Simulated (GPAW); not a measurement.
The system is ZnSe (Stilleite).

```
CELL_PARAMETERS angstrom
0.00000 2.83380 2.83380
2.83380 0.00000 2.83380
2.83380 2.83380 0.00000
ATOMIC_POSITIONS crystal
Se 0.75000 0.75000 0.75000
Zn 0.00000 0.00000 0.00000
```

| Property | Result |
| --- | --- |
| Program | GPAW 26.7.0 |
| Task | relaxation of cell and atoms |
| Functional | PBEsol |
| Dispersion | D3(BJ) |
| Potentials or basis | PAW data sets generated in the run's folder for this functional |
| Cutoff | 600 eV |
| Basis | pw |
| k mesh | 8 × 8 × 8 |
| Occupations | fermi-dirac, width 0.05 eV |
| Spin | no spin polarisation |

At the start: pressure -3.1 GPa; volume 22.76 Å³/atom.

Q: How do energy, volume and symmetry change on relaxing?

A: Over 4 steps the energy falls by 11.0 meV/atom and the volume is 21.67 Å³/atom (-4.8 %); space group F-43m (No. 216, to 0.05 Å).

Step by step:
```
step  energy change (eV)  largest force (eV/Å)  pressure (GPa)  volume (Å³)
   1              0.0000                0.0000           -3.12        45.51
   2             -0.0076                0.0000           -2.57        45.08
   3             -0.0219                0.0000            0.18        43.22
   4             -0.0220                0.0000           -0.01        43.34
```

Final structure:
```xyz
2
Lattice="0.0000 2.7879 2.7879 2.7879 0.0000 2.7879 2.7879 2.7879 0.0000" Properties=species:S:1:pos:R:3 pbc="T T T"
Se    4.1818    4.1818    4.1818
Zn    0.0000    0.0000    0.0000
```

Caveat: later steps reuse the first step's grids.
